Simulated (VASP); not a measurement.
Input for VASP

File POSCAR:
```
InN
1
    0.0000000000     2.4900000000     2.4900000000
    2.4900000000     0.0000000000     2.4900000000
    2.4900000000     2.4900000000     0.0000000000
In N
1 1
Direct
  0.0000000000   0.0000000000   0.0000000000
  0.2500000000   0.2500000000   0.2500000000
```

### INCAR
```
! general
SYSTEM   =  InN
PREC     =  Accurate
ENCUT    =  520
LREAL    =  .False.
LASPH    =  .False.

! electronic loop
EDIFF    =  1E-6
NELM     =  100
ALGO     =  Normal
LMAXMIX  =  4

! smearing
ISMEAR   =  0
SIGMA    =  0.05

! functional
GGA      =  PE

! ions
ISIF     =  2

! output
LWAVE    =  .False.
LCHARG   =  .False.
```

File KPOINTS:
```
Automatic mesh
0
Gamma
8 8 8
0 0 0
```

POTCAR, in this order: In_d N (PBE.64 set). Program: vasp_std.

Q: Translate this PBE calculation to Quantum ESPRESSO's pw.x.

A: One equivalent input (not run):
```
&CONTROL
  calculation = 'scf'
  pseudo_dir = './pseudo'
  outdir = './out'
  tprnfor = .true.
  tstress = .true.
/
&SYSTEM
  ibrav = 0
  nat = 2
  ntyp = 2
  ecutwfc = 84
  occupations = 'smearing'
  smearing = 'gaussian'
  degauss = 0.003675
  input_dft = 'pbe'
/
&ELECTRONS
  conv_thr = 7.3e-08
  electron_maxstep = 100
/
ATOMIC_SPECIES
  In 114.818 In.upf
  N 14.007 N.upf
CELL_PARAMETERS angstrom
     0.0000000    2.4900000    2.4900000
     2.4900000    0.0000000    2.4900000
     2.4900000    2.4900000    0.0000000
ATOMIC_POSITIONS crystal
  In   0.0000000  0.0000000  0.0000000
  N    0.2500000  0.2500000  0.2500000
K_POINTS automatic
  8 8 8 0 0 0
```
Limits of the translation: the potentials are each code's own (VASP's PAW set, PseudoDojo norm-conserving files in pw.x), so ENCUT and ecutwfc are chosen apart and not converted; conv_thr bounds pw.x's estimated SCF error, while EDIFF bounds the energy change between steps.

The compound is InN in the zinc blende structure, a metastable form; wurtzite is the usual one. The cell was not relaxed at this level. The run is one of a series of settings (LASPH = .FALSE. against the base run), some of them coarse on purpose.
